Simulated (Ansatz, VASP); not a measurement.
## Si in VASP and in Ansatz

The input POSCAR:

```
Si
1.0
    4.1209500000      0.0000000000      0.0000000000
   -2.0604700000      3.5688500000      0.0000000000
    0.0000000000      0.0000000000      2.6547900000
Si
2
Direct
    0.3333300000      0.6666700000      0.5000000000
    0.6666700000      0.3333300000      0.5000000000
```

File INCAR.step1:

```
SYSTEM = Si
PREC = Accurate
ENCUT = 600
EDIFF = 1E-5
ISMEAR = -1
SIGMA = 0.05
LREAL = .False.
LASPH = .True.
NELM = 60
ALGO = Normal
LWAVE = .True.
LCHARG = .False.
GGA = PE
```

INCAR.step2

```
SYSTEM = Si
PREC = Accurate
ENCUT = 600
EDIFF = 1E-6
ISMEAR = -1
SIGMA = 0.05
LREAL = .False.
LASPH = .True.
NELM = 60
ALGO = Normal
ISIF = 3
LWAVE = .False.
LCHARG = .False.
GGA = PE
LHFCALC = .True.
AEXX = 0.25
PRECFOCK = Fast
IBRION = 2
NSW = 40
EDIFFG = -0.01
ISTART = 1
```

The input KPOINTS:

```
regular mesh
0
Gamma
  4 4 5
  0 0 0
```

File input.yaml:

```yaml
crystal:
  lattice:
    - [4.12095, 0.0, 0.0]
    - [-2.06047, 3.56885, 0.0]
    - [0.0, 0.0, 2.65479]
  atoms:
    - { symbol: Si, position: [0.33333, 0.66667, 0.5] }
    - { symbol: Si, position: [0.66667, 0.33333, 0.5] }
hamiltonian:
  xc: pbe0
  pseudopotentials: { kind: paw }
kpoints:
  mp_grid: { grid: [4, 4, 5] }
scf:
  occupations: { method: fermi_dirac, width: 0.05 }
output:
  forces: true
  stress: true
  eigenvalues: true
relax:
  f_tol: 0.01
  max_steps: 40
  cell: { stress_tol: 0.05 }
```

The cell was built by a generator and needn't be a form met in nature.

Alike in both runs: task relaxation of cell and atoms; functional PBE0; k mesh 4 × 4 × 5; occupations fermi-dirac, width 0.05 eV; no spin polarisation.

```csv
,VASP,Ansatz
version,VASP 6.6.1,Ansatz 0.2.0
potentials or method,"VASP PAW PBE potentials, release 64 (Si)",Ansatz PAW
plane-wave cutoff (eV),600,420
valence electrons in the cell,8,8
```

VASP gave:

| Item | Value |
| --- | --- |
| gap on the k mesh at the Fermi level, each at its own relaxed structure (eV) | none |
| relaxed volume (Å³/atom) | 18.78 |
| relaxed cell length with the largest relative difference (Å) | 4.126 |
| energy change over the relaxation (meV/atom) | -30 |

Problem. Which values does Ansatz return?

Solution. gap on the k mesh at the Fermi level, each at its own relaxed structure (eV): none; relaxed volume (Å³/atom): 18.85; relaxed cell length with the largest relative difference (Å): 4.132; energy change over the relaxation (meV/atom): -29.

A gap of «none» marks a metal or a gap that the smearing closes.

Caveats: the k mesh is coarse (spacing up to 0.47 Å⁻¹), so the values aren't converged, least of all with exact exchange; the PAW data sets were made with another functional, which shifts forces and pressure a little (VASP); the plane-wave basis is chosen anew once the cell has moved, so the energies of steps on either side of that aren't comparable (Ansatz); the PAW data sets come from PBE, with cores solved anew for the run's functional, which leaves a small shift of forces and pressure (Ansatz).
